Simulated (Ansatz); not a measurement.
# Nickel, simple cubic under m-r²SCAN: ground state and equation of state, part 2 of 2

The plan for nickel in the simple cubic structure: relax it, solve it on a dense k-mesh, then scale the cell to 7 volumes from 88 to 112 % of the relaxed one and try a fit of the equation of state. The start is ferromagnetic. The k-meshes are 14×14×14 for the relaxation; 22×22×22 for the dense run; 15×15×15 for the volumes.

Ansatz 0.2.0; DFT, m-r2SCAN, plane waves (500 eV) with PAW, scalar-relativistic.

## 6. Equation of state: 96 %

This is Ni in the simple cubic structure; at room conditions it is fcc.

Contents of input.yaml:

```yaml
crystal:
  lattice:
    - [2.2618502844, 0.0, 0.0]
    - [0.0, 2.2618502844, 0.0]
    - [0.0, 0.0, 2.2618502844]
  atoms:
    - { symbol: Ni, position: [0.0, 0.0, 0.0], spin: 0.403 }
hamiltonian:
  xc: mr2scan
  pseudopotentials:
    kind: paw
    azcp:
      Ni: "pseudopotentials/Ni.paw.azcp"
basis:
  ecutwfc: 500
  fft_grid_basis: typed
kpoints:
  mp_grid: { grid: [15, 15, 15], shift: [0, 0, 0] }
magnetization:
  spin_polarized: true
scf:
  occupations: { method: fermi_dirac, width: 0.05 }
  lower_state_search: "off"
output:
  stress: true
```

Log, cut to the lines that bear on the results:

```text
Warning: RAYON_NUM_THREADS=2 ignored (pool sized by the plan → 2); use --threads N
[...]
Pseudopotentials: kind: paw
Pseudopotential: Ni, paw, valence charge 18, recommended cutoff 500 eV (meta_gga), <dir>
Functional definition: m-r2SCAN
[...]
Crystal: 1 atoms, lattice volume = 11.572 Å³
Basis set: ecut = 500 eV, 305 PW (Γ), exchange–correlation on 72×72×72 points (64 copies of the dense FFT grid, shifted against one another)
Bands: 14, of which v1, the nominal top of the filled ones, is band 9 counted from 1 (8 counted from 0)
Symmetry: 48 space group operations
Space group: Pm-3m (ITA 221), of the structure as read, at distance tolerance 2.3e-5 Å
Magnetic group: BNS 221.92 (UNI 1594), of the structure as read, at distance tolerance 2.3e-5 Å
k-points: 120 of 3375
[...]
Starting moments: Σ|m| = 0.403 μB on 1 of 1 site
[...]
this state was not tested for a lower state beside it, because the mixer in use, unlike msr1, does not test its closes by its own steps (another_mixer; see scf.mixing.algorithm and scf.lower_state_search)
SCF converged after 16 iterations
Magnetization: 0.3533 μB (9.1766 up, 8.8234 down)
Absolute magnetization: 0.3678 μB (∫|ρ↑−ρ↓|, with the PAW one-centre terms)
Spin contamination: 0.0012 ħ² per cell (⟨S²⟩ above its minimum at these occupations)
Per-site moments (μB) at R_I (Å): [(0.3573618622354998, 0.933013242315)]
Free energy (F): -5844.461949 eV
[...]
E sigma→0 (E₀):  -5844.455067 eV
Entropy (-TS):   -0.013763 eV (-13.763 meV/atom)
Fermi energy:    16.558638 eV
[...]
--- Stress (GPa, compression-positive) ---
        7.166706       0.000000       0.000000
        0.000000       7.166706       0.000000
        0.000000       0.000000       7.166706
  P = ⅓ Tr σ = 7.1667 GPa (71.667 kbar)
```

Wall time 5.5 s (2 threads of an Arm CPU, shared host); peak memory 0.3 GiB.

## 7. Equation of state: 100 %

Changes to input.yaml since step 6:

```diff
@@ -2,5 +2,5 @@
   lattice:
-    - [2.2618502844, 0.0, 0.0]
-    - [0.0, 2.2618502844, 0.0]
-    - [0.0, 0.0, 2.2618502844]
+    - [2.2928383856, 0.0, 0.0]
+    - [0.0, 2.2928383856, 0.0]
+    - [0.0, 0.0, 2.2928383856]
   atoms:
```

Log, cut to the lines that bear on the results:

```text
Warning: RAYON_NUM_THREADS=2 ignored (pool sized by the plan → 2); use --threads N
[...]
Pseudopotentials: kind: paw
Pseudopotential: Ni, paw, valence charge 18, recommended cutoff 500 eV (meta_gga), <dir>
Functional definition: m-r2SCAN
[...]
Crystal: 1 atoms, lattice volume = 12.054 Å³
Basis set: ecut = 500 eV, 305 PW (Γ), exchange–correlation on 72×72×72 points (64 copies of the dense FFT grid, shifted against one another)
Bands: 14, of which v1, the nominal top of the filled ones, is band 9 counted from 1 (8 counted from 0)
Symmetry: 48 space group operations
Space group: Pm-3m (ITA 221), of the structure as read, at distance tolerance 2.3e-5 Å
Magnetic group: BNS 221.92 (UNI 1594), of the structure as read, at distance tolerance 2.3e-5 Å
k-points: 120 of 3375
[...]
Starting moments: Σ|m| = 0.403 μB on 1 of 1 site
[...]
this state was not tested for a lower state beside it, because the mixer in use, unlike msr1, does not test its closes by its own steps (another_mixer; see scf.mixing.algorithm and scf.lower_state_search)
SCF converged after 22 iterations
Magnetization: 0.3668 μB (9.1834 up, 8.8166 down)
Absolute magnetization: 0.3830 μB (∫|ρ↑−ρ↓|, with the PAW one-centre terms)
Spin contamination: 0.0013 ħ² per cell (⟨S²⟩ above its minimum at these occupations)
Per-site moments (μB) at R_I (Å): [(0.3720175009889318, 0.94579583406)]
Free energy (F): -5844.471948 eV
[...]
E sigma→0 (E₀):  -5844.464698 eV
Entropy (-TS):   -0.014501 eV (-14.501 meV/atom)
Fermi energy:    15.695103 eV
[...]
--- Stress (GPa, compression-positive) ---
       -0.236330       0.000000       0.000000
        0.000000      -0.236330       0.000000
        0.000000       0.000000      -0.236330
  P = ⅓ Tr σ = -0.2363 GPa (-2.363 kbar)
```

Wall time 7 s (2 threads of an Arm CPU, shared host); peak memory 0.3 GiB.

## 8. Equation of state: 104 %

Changes to input.yaml since step 7:

```diff
@@ -2,5 +2,5 @@
   lattice:
-    - [2.2928383856, 0.0, 0.0]
-    - [0.0, 2.2928383856, 0.0]
-    - [0.0, 0.0, 2.2928383856]
+    - [2.3230107718, 0.0, 0.0]
+    - [0.0, 2.3230107718, 0.0]
+    - [0.0, 0.0, 2.3230107718]
   atoms:
```

Log, cut to the lines that bear on the results:

```text
Warning: RAYON_NUM_THREADS=2 ignored (pool sized by the plan → 2); use --threads N
[...]
Pseudopotentials: kind: paw
Pseudopotential: Ni, paw, valence charge 18, recommended cutoff 500 eV (meta_gga), <dir>
Functional definition: m-r2SCAN
[...]
Crystal: 1 atoms, lattice volume = 12.536 Å³
Basis set: ecut = 500 eV, 305 PW (Γ), exchange–correlation on 72×72×72 points (64 copies of the dense FFT grid, shifted against one another)
Bands: 14, of which v1, the nominal top of the filled ones, is band 9 counted from 1 (8 counted from 0)
Symmetry: 48 space group operations
Space group: Pm-3m (ITA 221), of the structure as read, at distance tolerance 2.3e-5 Å
Magnetic group: BNS 221.92 (UNI 1594), of the structure as read, at distance tolerance 2.3e-5 Å
k-points: 120 of 3375
[...]
Starting moments: Σ|m| = 0.403 μB on 1 of 1 site
[...]
this state was not tested for a lower state beside it, because the mixer in use, unlike msr1, does not test its closes by its own steps (another_mixer; see scf.mixing.algorithm and scf.lower_state_search)
SCF converged after 19 iterations
Magnetization: 0.3823 μB (9.1912 up, 8.8088 down)
Absolute magnetization: 0.4009 μB (∫|ρ↑−ρ↓|, with the PAW one-centre terms)
Spin contamination: 0.0015 ħ² per cell (⟨S²⟩ above its minimum at these occupations)
Per-site moments (μB) at R_I (Å): [(0.3890932924753259, 0.9582419433674999)]
Free energy (F): -5844.462067 eV
[...]
E sigma→0 (E₀):  -5844.454367 eV
Entropy (-TS):   -0.015401 eV (-15.401 meV/atom)
Fermi energy:    14.900361 eV
[...]
--- Stress (GPa, compression-positive) ---
       -6.093002      -0.000000       0.000000
       -0.000000      -6.093002       0.000000
        0.000000       0.000000      -6.093002
  P = ⅓ Tr σ = -6.0930 GPa (-60.930 kbar)
```

It took 6.5 s on 2 threads of an Arm CPU, shared host; peak memory 0.3 GiB.

## 9. Equation of state: 108 %

Changes to input.yaml since step 8:

```diff
@@ -2,5 +2,5 @@
   lattice:
-    - [2.3230107718, 0.0, 0.0]
-    - [0.0, 2.3230107718, 0.0]
-    - [0.0, 0.0, 2.3230107718]
+    - [2.3524190934, 0.0, 0.0]
+    - [0.0, 2.3524190934, 0.0]
+    - [0.0, 0.0, 2.3524190934]
   atoms:
```

Log, cut to the lines that bear on the results:

```text
Warning: RAYON_NUM_THREADS=2 ignored (pool sized by the plan → 2); use --threads N
[...]
Pseudopotentials: kind: paw
Pseudopotential: Ni, paw, valence charge 18, recommended cutoff 500 eV (meta_gga), <dir>
Functional definition: m-r2SCAN
[...]
Crystal: 1 atoms, lattice volume = 13.018 Å³
Basis set: ecut = 500 eV, 341 PW (Γ), exchange–correlation on 72×72×72 points (64 copies of the dense FFT grid, shifted against one another)
Bands: 14, of which v1, the nominal top of the filled ones, is band 9 counted from 1 (8 counted from 0)
Symmetry: 48 space group operations
Space group: Pm-3m (ITA 221), of the structure as read, at distance tolerance 2.4e-5 Å
Magnetic group: BNS 221.92 (UNI 1594), of the structure as read, at distance tolerance 2.4e-5 Å
k-points: 120 of 3375
[...]
Starting moments: Σ|m| = 0.403 μB on 1 of 1 site
[...]
this state was not tested for a lower state beside it, because the mixer in use, unlike msr1, does not test its closes by its own steps (another_mixer; see scf.mixing.algorithm and scf.lower_state_search)
SCF converged after 16 iterations
Magnetization: 0.4034 μB (9.2017 up, 8.7983 down)
Absolute magnetization: 0.4255 μB (∫|ρ↑−ρ↓|, with the PAW one-centre terms)
Spin contamination: 0.0017 ħ² per cell (⟨S²⟩ above its minimum at these occupations)
Per-site moments (μB) at R_I (Å): [(0.4122752916587812, 0.9703728760275001)]
Free energy (F): -5844.436526 eV
[...]
E sigma→0 (E₀):  -5844.428275 eV
Entropy (-TS):   -0.016501 eV (-16.501 meV/atom)
Fermi energy:    14.167870 eV
[...]
--- Stress (GPa, compression-positive) ---
      -10.701582       0.000000       0.000000
        0.000000     -10.701582       0.000000
        0.000000       0.000000     -10.701582
  P = ⅓ Tr σ = -10.7016 GPa (-107.016 kbar)
```

Run time: 5.3 s. Hardware: 2 threads of an Arm CPU, shared host; peak memory 0.3 GiB.

## 10. Equation of state: 112 %

Changes to input.yaml since step 9:

```diff
@@ -2,5 +2,5 @@
   lattice:
-    - [2.3524190934, 0.0, 0.0]
-    - [0.0, 2.3524190934, 0.0]
-    - [0.0, 0.0, 2.3524190934]
+    - [2.3811099587, 0.0, 0.0]
+    - [0.0, 2.3811099587, 0.0]
+    - [0.0, 0.0, 2.3811099587]
   atoms:
```

Log, cut to the lines that bear on the results:

```text
Warning: RAYON_NUM_THREADS=2 ignored (pool sized by the plan → 2); use --threads N
[...]
Pseudopotentials: kind: paw
Pseudopotential: Ni, paw, valence charge 18, recommended cutoff 500 eV (meta_gga), <dir>
Functional definition: m-r2SCAN
[...]
Crystal: 1 atoms, lattice volume = 13.500 Å³
Basis set: ecut = 500 eV, 341 PW (Γ), exchange–correlation on 72×72×72 points (64 copies of the dense FFT grid, shifted against one another)
Bands: 14, of which v1, the nominal top of the filled ones, is band 9 counted from 1 (8 counted from 0)
Symmetry: 48 space group operations
Space group: Pm-3m (ITA 221), of the structure as read, at distance tolerance 2.4e-5 Å
Magnetic group: BNS 221.92 (UNI 1594), of the structure as read, at distance tolerance 2.4e-5 Å
k-points: 120 of 3375
[...]
Starting moments: Σ|m| = 0.403 μB on 1 of 1 site
[...]
this state was not tested for a lower state beside it, because the mixer in use, unlike msr1, does not test its closes by its own steps (another_mixer; see scf.mixing.algorithm and scf.lower_state_search)
SCF converged after 17 iterations
Magnetization: 0.4483 μB (9.2242 up, 8.7758 down)
Absolute magnetization: 0.4764 μB (∫|ρ↑−ρ↓|, with the PAW one-centre terms)
Spin contamination: 0.0022 ħ² per cell (⟨S²⟩ above its minimum at these occupations)
Per-site moments (μB) at R_I (Å): [(0.4605284400594759, 0.98220785796375)]
Free energy (F): -5844.398708 eV
[...]
E sigma→0 (E₀):  -5844.389746 eV
Entropy (-TS):   -0.017924 eV (-17.924 meV/atom)
Fermi energy:    13.495576 eV
[...]
--- Stress (GPa, compression-positive) ---
      -14.254903       0.000000       0.000000
        0.000000     -14.254903       0.000000
        0.000000       0.000000     -14.254903
  P = ⅓ Tr σ = -14.2549 GPa (-142.549 kbar)
```

Run time: 5.5 s. Hardware: 2 threads of an Arm CPU, shared host; peak memory 0.3 GiB.

## 11. Fitting the volumes

The cell was scaled evenly, with its shape and the fractional positions fixed.

| V (Å³/atom) | E − E₀ (meV/atom) | P from the stress (GPa) | P from the fit (GPa) | largest moment (μB) |
| --- | --- | --- | --- | --- |
| 10.607 | 111.0 | 28.32 | 28.31 | 0.33 |
| 11.089 | 44.4 | 16.51 | 16.42 | 0.34 |
| 11.572 | 9.6 | 7.17 | 7.05 | 0.36 |
| 12.054 | 0.0 | -0.24 | -0.37 | 0.37 |
| 12.536 | 10.3 | -6.09 | -6.25 | 0.39 |
| 13.018 | 36.4 | -10.70 | -10.90 | 0.41 |
| 13.500 | 75.0 | -14.25 | -14.58 | 0.46 |

A third-order Birch-Murnaghan fit gives V₀ = 12.027 Å³/atom, B₀ = 166 GPa and B₀′ = 4.8; it misses no point by more than 0.03 meV/atom.

The fit is made to E(σ → 0), while the stress belongs to the free energy F; that is one source of the offset between the two pressures.

## 12. Outcome

What follows sums up all 2 parts.

| quantity | value |
| --- | --- |
| space group (spins left aside) | Pm-3m (No. 221) |
| conventional cell | a = 2.293 Å |
| volume | 12.054 Å³/atom |
| shortest distance | 2.293 Å |
| gap on the mesh | none (levels filled in part) |
| magnetic state | ferromagnetic, up to 0.40 μB per atom |
| relative to fcc, ferromagnetic | +759 meV/atom |
| V₀, B₀, B₀′ | 12.027 Å³/atom, 166 GPa, 4.8 |

The relaxation enlarged the cell by 2.0 % in volume. It lies 759 meV/atom above the element's reference form at the same level (fcc, ferromagnetic, from a run of its own), so it is far from stable. It ends ferromagnetic, with up to 0.40 μB per atom. Levels at the Fermi energy are filled in part, as in a metal. The fitted modulus is 166 GPa. Relaxation kept the symmetry; phonons were not checked.
